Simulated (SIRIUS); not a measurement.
## Mo: single point with PBE

The system is Mo.

```
Mo
1.0
    -1.58381    1.58381    1.58381
     1.58381   -1.58381    1.58381
     1.58381    1.58381   -1.58381
Mo
1
Direct
  0.00000 0.00000 0.00000
```

| Item | Value |
| --- | --- |
| Program | SIRIUS 7.10.0 |
| Task | single point |
| Functional | PBE |
| Potentials or basis | PseudoDojo 0.4.1 PBE standard (scalar relativistic) |
| Cutoff | 1102 eV |
| Density cutoff | 4408 eV |
| k mesh | 12 × 12 × 12 |
| Occupations | fermi-dirac, width 0.05 eV |
| Spin | no spin polarisation |

- Pressure: -1.6 GPa
- Band gap on the k mesh: none (metal or under the smearing width)

It took 19 s on 1 thread of Arm Neoverse V1, with other jobs on the host, peak memory 0.28 GiB.
